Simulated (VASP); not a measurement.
# Re (P6_3/mmc) in VASP: settings compared, part 2 of 2

VASP 6.6.1. The steps go on from the part before.

### Step 3. Relaxation of cell and atoms, r2SCAN

This run uses another cell than the first one, of 14.71 Å³/atom, 1.011 times its volume.

Contents of INCAR:

```
SYSTEM = Re
PREC     = Accurate       ! precision mode
ENCUT    = 600            ! plane-wave cutoff, eV
EDIFF    = 1E-6           ! SCF threshold, eV
ISMEAR   = 1              ! smearing method
SIGMA    = 0.1            ! smearing width, eV
LREAL    = .False.        ! projectors in reciprocal space
LASPH    = .True.         ! aspherical terms in the spheres
NELM     = 80             ! most SCF steps
ALGO     = Normal         ! electronic algorithm
ISIF     = 3              ! what is computed and relaxed
LWAVE    = .False.        ! write WAVECAR
LCHARG   = .False.        ! write CHGCAR
METAGGA  = R2SCAN         ! meta-GGA
LMIXTAU  = .True.       
IBRION   = 2              ! ionic algorithm
NSW      = 90             ! ionic steps
EDIFFG   = -0.01          ! ionic threshold
```

Contents of KPOINTS:

```
Automatic mesh
0
Gamma
  15 15 8
  0 0 0
```

Contents of POSCAR:

```
Re
1.0
    2.7608000000      0.0000000000      0.0000000000
   -1.3804000000      2.3909229348      0.0000000000
    0.0000000000      0.0000000000      4.4582000000
Re
2
Direct
    0.3333333333      0.6666666667      0.2500000000
    0.6666666667      0.3333333333      0.7500000000
```

Potentials or basis: VASP PAW PBE potentials, release 64 (Re).

Started as:

```console
$ cat potpaw_PBE.64/Re/POTCAR > POTCAR
$ mpirun -np 1 vasp_std > vasp.out
```

Run time: 6.5 min. Hardware: 1 thread of Intel Xeon 6975P-C (Granite Rapids), shared host; peak memory 0.21 GiB.

Results (log left out):

```yaml
Free_energy: -104.9063 eV
Relaxed_volume: 14.70 Å³/atom
Relaxed_cell: a = 2.756 Å, b = 2.756 Å, c = 4.471 Å, α = 90.00°, β = 90.00°, γ = 120.00°
Space_group_after_relaxing_to_0.05_Å: P6_3/mmc (No. 194)
Energy_gained_by_relaxing: 0.4 meV/atom
Ionic_steps: 5
Pressure_after_relaxing: 0.0 GPa
Band_gap_on_the_k_mesh: none (metal or under the smearing width)
```

Step by step:
```
step  energy change (eV)  largest force (eV/Å)  pressure (GPa)  volume (Å³)
   1              0.0000                0.0000           -0.35        29.43
   2              0.0008                0.0000            1.57        29.29
   3             -0.0007                0.0000            0.45        29.37
   4             -0.0001                0.0000           -1.32        29.51
   5             -0.0007                0.0000            0.03        29.40
```

Final structure:
```
CELL_PARAMETERS angstrom
2.75559 0.00000 0.00000
-1.37779 2.38641 0.00000
0.00000 0.00000 4.47116
ATOMIC_POSITIONS crystal
Re 0.33333 0.66667 0.25000
Re 0.66667 0.33333 0.75000
```

Levels at points of the mesh, in eV from the Fermi level:
| k point | band 5 | band 6 | band 7 | band 8 | band 9 | band 10 |
| --- | --- | --- | --- | --- | --- | --- |
| (0.00, 0.00, 0.00) | -1.59 | -0.74 | -0.74 | 0.29 | 0.29 | 0.51 |
| (0.00, 0.00, 0.50) | -1.72 | -1.72 | -1.72 | -1.72 | 2.69 | 2.69 |

Caveat: the PAW data sets were made with another functional, which shifts forces and pressure a little.

### Step 4. Relaxation of cell and atoms, r2SCAN

This run uses another cell than the first one, of 14.70 Å³/atom, 1.010 times its volume.

INCAR: that of step 3 with these lines changed.

```diff
@@ -3,3 +3,3 @@
 ENCUT    = 600            ! plane-wave cutoff, eV
-EDIFF    = 1E-6           ! SCF threshold, eV
+EDIFF    = 1E-7           ! SCF threshold, eV
 ISMEAR   = 1              ! smearing method
@@ -17,2 +17,2 @@
 NSW      = 90             ! ionic steps
-EDIFFG   = -0.01          ! ionic threshold
+EDIFFG   = -0.005         ! ionic threshold
```

KPOINTS is that of step 3.

Contents of POSCAR:

```
Re                                      
1.0
    2.7555886967     -0.0000000000      0.0000000000
   -1.3777943483      2.3864098137     -0.0000000000
    0.0000000000     -0.0000000000      4.4711623490
  Re            
     2
Direct
     0.3333333332999970    0.6666666667000030    0.2500000000000000
     0.6666666667000030    0.3333333332999970    0.7500000000000000
```

Potentials or basis: VASP PAW PBE potentials, release 64 (Re).

Started as:

```console
$ cat potpaw_PBE.64/Re/POTCAR > POTCAR
$ mpirun -np 1 vasp_std > vasp.out
```

OUTCAR:

```text
SYSTEM = Re
   PREC = Accurate
   ENCUT = 600
   EDIFF = 1E-7
   ISMEAR = 1
   LREAL = .False.
   LASPH = .True.
   NELM = 80
   ISIF = 3
   METAGGA = R2SCAN
   IBRION = 2
   NSW = 90
   EDIFFG = -0.005

 ion  position               nearest neighbor table
   1  0.333  0.667  0.250-   2 2.74   2 2.74   2 2.74   2 2.74   2 2.74   2 2.74
   2  0.667  0.333  0.750-   1 2.74   1 2.74   1 2.74   1 2.74   1 2.74   1 2.74

  LATTYP: Found a hexagonal cell.
 ALAT       =     2.7555886967
[... 533 lines left out ...]

  FORCE on cell =-STRESS in cart. coord.  units (eV):
  Direction    XX          YY          ZZ          XY          YZ          ZX
  --------------------------------------------------------------------------------------
  -------------------------------------------------------------------------------------
  Total        0.0081431      0.0081431      0.0057126      0.0000000     -0.0000000      0.0000000
  in kB        0.4437301      0.4437301      0.3112876      0.0000000     -0.0000000      0.0000000
  external PRESSURE =       0.3995826 kB  Pullay stress =       0.0000000 kB

 VOLUME and BASIS-vectors are now :
 -----------------------------------------------------------------------------
  energy-cutoff  :      600.00
  volume of cell :       29.40
      direct lattice vectors                 reciprocal lattice vectors
     2.755588697  0.000000000  0.000000000     0.362898861  0.209519755  0.000000000
    -1.377794348  2.386409814  0.000000000     0.000000000  0.419039510  0.000000000
     0.000000000  0.000000000  4.471162349     0.000000000  0.000000000  0.223655489

 POSITION                                       TOTAL-FORCE (eV/Angst)
 -----------------------------------------------------------------------------------
     -0.00000      1.59094      1.11779         0.000000     -0.000000      0.000000
      1.37779      0.79547      3.35337        -0.000000      0.000000      0.000000
 -----------------------------------------------------------------------------------
    total drift:                               -0.000000      0.000000     -0.000000

  FREE ENERGIE OF THE ION-ELECTRON SYSTEM (eV)
  ---------------------------------------------------
  free  energy   TOTEN  =      -104.9063071587 eV

  energy  without entropy=     -104.9072481198  energy(sigma->0) =     -104.90662081

 reached required accuracy - stopping structural energy minimisation
```

OSZICAR:

```text
N       E                     dE             d eps       ncg     rms          rms(c)
DAV:   1    -0.406173089258E+02   -0.40617E+02   -0.77338E+03  5102   0.179E+03
DAV:   2    -0.974874598748E+02   -0.56870E+02   -0.48131E+02  4588   0.325E+02
DAV:   3    -0.105566065326E+03   -0.80786E+01   -0.64343E+01  4787   0.322E+02
[... 11 lines left out ...]
DAV:  15    -0.104906304016E+03   -0.92289E-05   -0.91889E-06  4754   0.658E-02    0.949E-03
DAV:  16    -0.104906306692E+03   -0.26760E-05   -0.30639E-06  5070   0.531E-02    0.334E-03
DAV:  17    -0.104906307282E+03   -0.58976E-06   -0.30655E-08  2262   0.832E-03    0.108E-03
DAV:  18    -0.104906307084E+03    0.19847E-06   -0.50495E-08  2211   0.852E-03    0.779E-04
DAV:  19    -0.104906307243E+03   -0.15939E-06   -0.51279E-08  2160   0.882E-03    0.345E-03
DAV:  20    -0.104906307159E+03    0.84259E-07   -0.37351E-08  2109   0.100E-02
   1 F= -.10490631E+03 E0= -.10490662E+03  d E =-.104906E+03
```

CONTCAR:

```text
Re
   1.00000000000000
     2.7555886966999998    0.0000000000000000    0.0000000000000000
    -1.3777943482999999    2.3864098136999998    0.0000000000000000
     0.0000000000000000    0.0000000000000000    4.4711623490000001
  Re
     2
Direct
     0.3333333332999970    0.6666666667000030    0.2500000000000000
     0.6666666667000030    0.3333333332999970    0.7500000000000000

  0.00000000E+00  0.00000000E+00  0.00000000E+00
  0.00000000E+00  0.00000000E+00  0.00000000E+00
```

Run time: 2.5 min. Hardware: 1 thread of Intel Xeon 6975P-C (Granite Rapids), shared host; peak memory 0.18 GiB.

What came out:

| Property | Result |
| --- | --- |
| Free energy | -104.9063 eV |
| Pressure after relaxing | 0.0 GPa |
| Band gap on the k mesh | none (metal or under the smearing width) |

Final structure:
```cif
data_structure
_symmetry_space_group_name_H-M 'P 1'
_symmetry_Int_Tables_number 1
_cell_length_a 2.7556
_cell_length_b 2.7556
_cell_length_c 4.4712
_cell_angle_alpha 90.000
_cell_angle_beta 90.000
_cell_angle_gamma 120.000
_cell_volume 29.40
loop_
_atom_site_label
_atom_site_type_symbol
_atom_site_fract_x
_atom_site_fract_y
_atom_site_fract_z
_atom_site_occupancy
Re1 Re 0.33333 0.66667 0.25000 1
Re2 Re 0.66667 0.33333 0.75000 1
```

Caveat: the relaxation stopped at its first step, so nothing moved; the PAW data sets were made with another functional, which shifts forces and pressure a little.
